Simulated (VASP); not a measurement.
# Ca (Immm) in VASP: a series of runs

Runs on Ca. Level: PBE. Tasks: single point.

All numbers are computed with VASP 6.6.1; they aren't measurements. Logs are shortened: lines on timing, memory, paths and dates and some standing lists are left out, and cuts for length are marked.

## Step 1: The crystal as given

It takes space group Immm (No. 71, orthorhombic). The conventional cell has a = 4.193 Å, b = 4.203 Å, c = 4.891 Å, α = 90.00°, β = 90.00°, γ = 90.00°. Around Ca (site symmetry mmm) lie 12 Ca at 3.85 to 4.20 Å.

This isn't the form of Ca at room conditions, which is fcc.

## Step 2: Single point, PBE

Input file INCAR:

```
PREC     = Accurate       # precision mode
ENCUT    = 250            # plane-wave cutoff, eV
EDIFF    = 1E-6           # SCF threshold, eV
ISMEAR   = 1              # smearing method
SIGMA    = 0.1            # smearing width, eV
LREAL    = False          # projectors in reciprocal space
LASPH    = True           # aspherical terms in the spheres
NELM     = 100            # most SCF steps
ALGO     = Normal         # electronic algorithm
ISIF     = 2              # what is computed and relaxed
LWAVE    = False          # write WAVECAR
LCHARG   = False          # write CHGCAR
GGA      = PE             # functional
ADDGRID  = False
```

Input file KPOINTS:

```
Automatic mesh
0
Gamma
  10 10 10
```

Input file POSCAR:

```
Ca
1.0
   -2.1296130000      2.1366080000      2.5183870000
    2.0452440000     -2.1127450000      2.4255450000
    2.0940060000      2.0772270000     -2.4978770000
Ca
1
Direct
    0.5036690000      0.4760610000     -0.0172770000
```

Potentials or basis: VASP PAW PBE potentials, release 64 (Ca_pv).

The run is started by

```console
cat potpaw_PBE.64/Ca_pv/POTCAR > POTCAR
mpirun -np 1 vasp_std > vasp.out
```

OUTCAR:

```text
PREC = Accurate
   ENCUT = 250
   EDIFF = 1E-6
   ISMEAR = 1
   LREAL = False
   LASPH = True
   NELM = 100
   ISIF = 2
   GGA = PE

 Found    504 irreducible k-points:

 Following reciprocal coordinates:
            Coordinates               Weight
  0.000000  0.000000  0.000000      1.000000
  0.100000  0.000000  0.000000      2.000000
  0.200000  0.000000  0.000000      2.000000
  0.300000  0.000000 -0.000000      2.000000
  0.400000  0.000000  0.000000      2.000000
  0.500000  0.000000 -0.000000      1.000000
   k-points           NKPTS =    504   k-points in BZ     NKDIM =    504   number of bands    NBANDS=      8
   number of dos      NEDOS =    301   number of ions     NIONS =      1
   total plane-waves  NPLWV =   8000
   dimension x,y,z NGX =    20 NGY =   20 NGZ =   20
   dimension x,y,z NGXF=    40 NGYF=   40 NGZF=   40
   ions per type =               1
   NGX,Y,Z   is equivalent  to a cutoff of   8.46,  8.72,  8.60 a.u.
   NGXF,Y,Z  is equivalent  to a cutoff of  16.92, 17.45, 17.20 a.u.
 SYSTEM =  unknown system
   PREC   = accura    normal or accurate (medium, high low for compatibility)
   ISTART =      0    job   : 0-new  1-cont  2-samecut
   ICHARG =      2    charge: 1-file 2-atom 10-const
   ISPIN  =      1    spin polarized calculation?
   LNONCOLLINEAR =      F non collinear calculations
   LSORBIT =      F    spin-orbit coupling
   LASPH  =      T    aspherical Exc in radial PAW
   ENCUT  =  250.0 eV  18.37 Ry    4.29 a.u.   5.07  4.91  4.98*2*pi/ulx,y,z
   NELM   =    100;   NELMIN=  2; NELMDL= -5     # of ELM steps
   EDIFF  = 0.1E-05   stopping-criterion for ELM
   LREAL  =      F    real-space projection
[... 7 lines left out ...]
   TEBEG  =    0.0;   TEEND  =   0.0 temperature during run
   PSTRESS=    0.0 pullay stress
   NELECT =       8.0000    total number of electrons
   NUPDOWN=      -1.0000    fix difference up-down
   EMIN   =  10.00;   EMAX   =-10.00  energy-range for DOS
   EFERMI =   0.00;   METHOD = LEGACY
   ISMEAR =     1;   SIGMA  =   0.10  broadening in eV -4-tet -1-fermi 0-gaus
   EFERMI_NEDOS =   21; number of points for ismear=-14 and -15
   IALGO  =     38    algorithm
   IMIX   =      4    mixing-type and parameters
     AMIX     =   0.40;   BMIX     =  1.00
     AMIX_MAG =   1.60;   BMIX_MAG =  1.00
  volume/ion in A,a.u.               =      43.10       290.85
  Fermi-wavevector in a.u.,A,eV,Ry     =   0.933859  1.764737 11.865531  0.872092
  Thomas-Fermi vector in A             =   2.060604
   LORBIT       =      0    0 simple, 1 ext, 2 COOP (PROOUT), +10 PAW based schemes
   GGA     = PE    functional components
   LHFCALC =     F    Hartree Fock is set to
   AEXX    =    0.0000 exact exchange contribution
   IVDW    =     0    specifies the selected vdW correction
   LEPSILON=     F    determine dielectric tensor
   LRPA    =     F    only Hartree local field effects (RPA)
 non-spin polarized calculation
 Methfessel and Paxton  Order N= 1 SIGMA  =   0.10
  energy-cutoff  :      250.00
  volume of cell :       43.10
 maximum number of plane-waves:       410
   NGX = 11   NGY =  9   NGZ =  9

 number of electron       7.9999999 magnetization

 Free energy of the ion-electron system (eV)
  ---------------------------------------------------
  ext. energy  EPLUGINS =         0.00000000
  ---------------------------------------------------
  free energy    TOTEN  =        -1.90704609 eV

  energy without entropy =       -1.90644893  energy(sigma->0) =       -1.90684703

 E-fermi :   2.1347     XC(G=0):  -7.6335

 val. band max:        2.1331777904   @ k =   0.4000  -0.3000   0.4000
 cond. band min:       2.1352117187   @ k =   0.3000   0.1000   0.3000
 fundamental gap:      0.0020339283
 Fermi energy:         2.1347324344

 k-point     1 :       0.0000    0.0000    0.0000
  band No.  band energies     occupation
      1     -20.8684      2.00000
      2     -20.8633      2.00000
      3     -20.8560      2.00000
      4      -1.8718      2.00000
      5       4.2167      0.00000
      6       4.3432      0.00000
      7       4.9507      0.00000
      8       4.9800      0.00000

 k-point     2 :       0.1000    0.0000    0.0000
  band No.  band energies     occupation
      1     -20.8738      2.00000
      2     -20.8709      2.00000
      3     -20.8587      2.00000
      4      -1.7056      2.00000
      5       4.1440      0.00000
      6       4.3576      0.00000
      7       4.9274      0.00000
      8       4.9658      0.00000

 k-point     3 :       0.2000    0.0000    0.0000
  band No.  band energies     occupation
      1     -20.9058      2.00000
      2     -20.8784      2.00000
      3     -20.8598      2.00000
      4      -1.2226      2.00000
      5       3.7966     -0.00000
      6       4.2907      0.00000
      7       4.9277      0.00000
      8       5.1585      0.00000

 k-point     4 :       0.3000    0.0000   -0.0000
  band No.  band energies     occupation
      1     -20.9458      2.00000
      2     -20.8876      2.00000
      3     -20.8605      2.00000
      4      -0.4726      2.00000
      5       3.2133     -0.00000
      6       4.1106     -0.00000
      7       4.9496      0.00000
      8       5.5927      0.00000

 k-point     5 :       0.4000    0.0000    0.0000
  band No.  band energies     occupation
      1     -20.9780      2.00000
      2     -20.8951      2.00000
      3     -20.8609      2.00000
      4       0.4418      2.00000
      5       2.5056     -0.00000
      6       3.9526     -0.00000
      7       4.8954      0.00000
      8       5.7767      0.00000

 k-point     6 :       0.5000    0.0000   -0.0000
  band No.  band energies     occupation
      1     -20.9902      2.00000
      2     -20.8979      2.00000
      3     -20.8610      2.00000
      4       1.1297      2.00000
      5       1.9177      2.00887
      6       3.8927     -0.00000
      7       4.8536      0.00000
      8       5.8469      0.00000

 [... further k-points ...]
[... 5 lines left out ...]
  --------------------------------------------------------------------------------------
  -------------------------------------------------------------------------------------
  Total       -0.1070896     -0.1381299     -0.0741365      0.0583332     -0.0377403      0.1304444
  in kB       -3.9809516     -5.1348434     -2.7559505      2.1684778     -1.4029570      4.8491444
  external PRESSURE =      -3.9572485 kB  Pullay stress =       0.0000000 kB

 VOLUME and BASIS-vectors are now :
 -----------------------------------------------------------------------------
  energy-cutoff  :      250.00
  volume of cell :       43.10
      direct lattice vectors                 reciprocal lattice vectors
    -2.129613000  2.136608000  2.518387000     0.005544617  0.236380961  0.201221828
     2.045244000 -2.112745000  2.425545000     0.245206417  0.001067158  0.206447491
     2.094006000  2.077227000 -2.497877000     0.243696023  0.239358134  0.003003396

 POSITION                                       TOTAL-FORCE (eV/Angst)
 -----------------------------------------------------------------------------------
      1.95887      2.11169     -0.03158        -0.000000      0.000000      0.000000
 -----------------------------------------------------------------------------------
    total drift:                               -0.000026      0.000020     -0.000002

  FREE ENERGIE OF THE ION-ELECTRON SYSTEM (eV)
  ---------------------------------------------------
  free  energy   TOTEN  =        -1.9070460850 eV

  energy  without entropy=       -1.9064489253  energy(sigma->0) =       -1.90684703
```

It took 25 s on 1 thread of Intel Xeon Platinum 8488C (Sapphire Rapids), shared host; peak memory 0.17 GiB.

These settings aren't checked as converged: the numbers below hold their error.

What came out:

| Item | Value |
| --- | --- |
| Free energy | -1.9070 eV |
| Pressure | -0.4 GPa |
| Band gap on the k mesh | none (metal or under the smearing width) |

## Step 3: Single point, PBE

This run uses another cell than the first one, of the same volume but with other edges.

INCAR: that of step 2 with these lines changed.

```diff
@@ -1,3 +1,3 @@
 PREC     = Accurate       # precision mode
-ENCUT    = 250            # plane-wave cutoff, eV
+ENCUT    = 600            # plane-wave cutoff, eV
 EDIFF    = 1E-6           # SCF threshold, eV
```

Input file KPOINTS:

```
Automatic mesh
0
Gamma
  7 7 7
```

Input file POSCAR:

```
Ca
1.0
   -2.0964874600      2.1017318100      2.4453524600
    2.0964874600     -2.1017318100      2.4453524600
    2.0964874600      2.1017318100     -2.4453524600
Ca
1
Direct
    0.5000000000      0.5000000000      0.0000000000
```

Potentials or basis: VASP PAW PBE potentials, release 64 (Ca_pv).

The run is started by

```console
cat potpaw_PBE.64/Ca_pv/POTCAR > POTCAR
mpirun -np 1 vasp_std > vasp.out
```

Wall time 12 s (1 thread of Intel Xeon Platinum 8488C (Sapphire Rapids), shared host); peak memory 0.18 GiB.

These settings aren't checked as converged: the numbers below hold their error.

What came out:

| Item | Value |
| --- | --- |
| Free energy | -1.9179 eV |
| Pressure | -0.4 GPa |
| Band gap on the k mesh | none (metal or under the smearing width) |

## Step 4: Single point, PBE

INCAR is that of step 3.

KPOINTS is that of step 3.

Input file POSCAR:

```
Ca
1.0
   -2.1296130000      2.1366080000      2.5183870000
    2.0452440000     -2.1127450000      2.4255450000
    2.0940060000      2.0772270000     -2.4978770000
Ca
1
Direct
    0.5036690000      0.4760610000     -0.0172770000
```

Potentials or basis: VASP PAW PBE potentials, release 64 (Ca_pv).

The run is started by

```console
cat potpaw_PBE.64/Ca_pv/POTCAR > POTCAR
mpirun -np 1 vasp_std > vasp.out
```

OUTCAR:

```text
PREC = Accurate
   ENCUT = 600
   EDIFF = 1E-6
   ISMEAR = 1
   LREAL = False
   LASPH = True
   NELM = 100
   ISIF = 2
   GGA = PE

 Found    172 irreducible k-points:

 Following reciprocal coordinates:
            Coordinates               Weight
  0.000000  0.000000  0.000000      1.000000
  0.142857  0.000000 -0.000000      2.000000
  0.285714  0.000000 -0.000000      2.000000
  0.428571  0.000000 -0.000000      2.000000
 -0.000000  0.142857 -0.000000      2.000000
  0.142857  0.142857 -0.000000      2.000000
   k-points           NKPTS =    172   k-points in BZ     NKDIM =    172   number of bands    NBANDS=      8
   number of dos      NEDOS =    301   number of ions     NIONS =      1
[... 134 lines left out ...]
      6       4.1896      0.00000
      7       4.9241      0.00000
      8       5.2188      0.00000

 [... further k-points ...]
[... 5 lines left out ...]
  --------------------------------------------------------------------------------------
  -------------------------------------------------------------------------------------
  Total       -0.0979390     -0.1988555     -0.0470560      0.0676753     -0.0561278      0.1932540
  in kB       -3.6407874     -7.3922566     -1.7492624      2.5157632     -2.0864957      7.1840268
  external PRESSURE =      -4.2607688 kB  Pullay stress =       0.0000000 kB

 VOLUME and BASIS-vectors are now :
 -----------------------------------------------------------------------------
  energy-cutoff  :      600.00
  volume of cell :       43.10
      direct lattice vectors                 reciprocal lattice vectors
    -2.129613000  2.136608000  2.518387000     0.005544617  0.236380961  0.201221828
     2.045244000 -2.112745000  2.425545000     0.245206417  0.001067158  0.206447491
     2.094006000  2.077227000 -2.497877000     0.243696023  0.239358134  0.003003396

 POSITION                                       TOTAL-FORCE (eV/Angst)
 -----------------------------------------------------------------------------------
      1.95887      2.11169     -0.03158        -0.000000     -0.000000      0.000000
 -----------------------------------------------------------------------------------
    total drift:                               -0.000002      0.000003      0.000004

  FREE ENERGIE OF THE ION-ELECTRON SYSTEM (eV)
  ---------------------------------------------------
  free  energy   TOTEN  =        -1.9139156492 eV

  energy  without entropy=       -1.9146664191  energy(sigma->0) =       -1.91416591
```

stdout:

```text
POSCAR found type information on POSCAR Ca
 POSCAR found :  1 types and       1 ions
 scaLAPACK will be used
 LDA part: xc-table for (Slater+PW92), standard interpolation
 POSCAR, INCAR and KPOINTS ok, starting setup
 FFT: planning ... GRIDC
 FFT: planning ... GRID_SOFT
 FFT: planning ... GRID
 WAVECAR not read
 entering main loop
```

Run time: 34 s. Hardware: 1 thread of Intel Xeon Platinum 8488C (Sapphire Rapids), shared host; peak memory 0.23 GiB.

The run converged, but some of its settings lie outside the range that counts as converged, so its numbers aren't taken as properties of the crystal.

Results:

```
Free energy            : -1.9139 eV
Pressure               : -0.4 GPa
Band gap on the k mesh : none (metal or under the smearing width)
```
